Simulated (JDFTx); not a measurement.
# CdTe: equation of state with LDA

**Experimental background.**

“Multiscale insight into the Cd1-xZnxTe vibrational-mechanical properties -- High-pressure experiments and ab initio calculations”, 2023, arxiv:2306.14539 quotes, for a powder of CdTe: bulk modulus 42 ± 2 GPa.

Crystal: CdTe.

```
CELL_PARAMETERS angstrom
0.00000 3.20500 3.20500
3.20500 0.00000 3.20500
3.20500 3.20500 0.00000
ATOMIC_POSITIONS crystal
Te 0.75000 0.75000 0.75000
Cd 0.00000 0.00000 0.00000
```

```
Program             : JDFTx 1.7.0 (patched build)
Task                : equation of state
Functional          : LDA
Potentials or basis : PseudoDojo-SR-LDA-0.4.1-standard with smoothed tails
Cutoff              : 1388 eV
Density cutoff      : 11102 eV
k mesh              : 7 × 7 × 7
Occupations         : fermi-dirac, width 0.05 eV
Spin                : no spin polarisation
```

```json
{"Equilibrium volume": "32.97 Å³/atom", "Bulk modulus": "46 GPa", "Pressure derivative of the bulk modulus": "4.8"}
```

Energy against volume, from the lowest point:
| volume (Å³/atom) | energy (meV/atom) |
| --- | --- |
| 30.947 | 20.25 |
| 31.605 | 8.84 |
| 32.263 | 2.27 |
| 32.922 | 0.00 |
| 33.580 | 1.56 |
| 34.239 | 6.52 |
| 34.897 | 14.52 |

A measured bulk modulus of CdTe is 42 GPa (powder; quoted in “Multiscale insight into the Cd1-xZnxTe vibrational-mechanical properties -- High-pressure experiments and ab initio calculations”, 2023, arxiv:2306.14539); the calculated 46 GPa misses it by +10.0 %. The fit is for a static lattice scaled at fixed shape and fixed fractional positions.

Spin-orbit coupling is left out, which matters for the levels of Te.
